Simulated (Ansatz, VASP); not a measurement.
**Se in VASP and in Ansatz**

The input POSCAR:

```
Se
1.0
   -1.6640509825      1.6640509825      1.6640509825
    1.6640509825     -1.6640509825      1.6640509825
    1.6640509825      1.6640509825     -1.6640509825
Se
1
Direct
    0.0000000000      0.0000000000      0.0000000000
```

Contents of INCAR.step1:

```
ALGO = Normal
EDIFF = 1E-4
ENCUT = 520
GGA = PE
ISMEAR = 0
LASPH = T
LCHARG = F
LREAL = F
LWAVE = T
NBANDS = 9
NELM = 100
PREC = Accurate
SIGMA = 0.1
```

The input INCAR.step2:

```
ALGO = Normal
EDIFF = 1E-6
ENCUT = 520
ISIF = 2
ISMEAR = 0
ISTART = 1
LASPH = T
LCHARG = F
LMIXTAU = T
LREAL = F
LWAVE = F
METAGGA = R2SCAN
NBANDS = 9
NELM = 100
PREC = Accurate
SIGMA = 0.1
```

KPOINTS

```
k-points
0
Gamma
  18 18 18
```

Input for Ansatz:

```yaml
crystal:
  lattice:
    - [-1.6640509825, 1.6640509825, 1.6640509825]
    - [1.6640509825, -1.6640509825, 1.6640509825]
    - [1.6640509825, 1.6640509825, -1.6640509825]
  atoms:
    - { symbol: Se, position: [0.0, 0.0, 0.0] }
basis:
  ecutwfc: 500
kpoints:
  mp_grid: { grid: [18, 18, 18] }
hamiltonian:
  xc: r2scan
scf:
  occupations: { method: gaussian, width: 0.1 }
output:
  forces: true
  stress: true
  eigenvalues: true
```

Alike in both runs: task single point; functional r2SCAN; k mesh 18 × 18 × 18; occupations gaussian, width 0.1 eV; no spin polarisation.

```csv
,VASP,Ansatz
version,VASP 6.6.1,Ansatz 0.2.0
potentials or method,"VASP PAW PBE potentials, release 64 (Se)","scalar-relativistic, plane waves, PAW"
plane-wave cutoff (eV),520,500
valence electrons in the cell,6,16
```

Ansatz gave:

* gap on the k mesh at the Fermi level (eV): none
* pressure (GPa): 9.0

Which values does VASP return?

gap on the k mesh at the Fermi level (eV): none; pressure (GPa): 8.9.

A gap of «none» marks a metal or a gap that the smearing closes. The two sets of potentials don't hold the same shells in valence.

Caveats: the PAW data sets were made with another functional, which shifts forces and pressure a little (VASP).
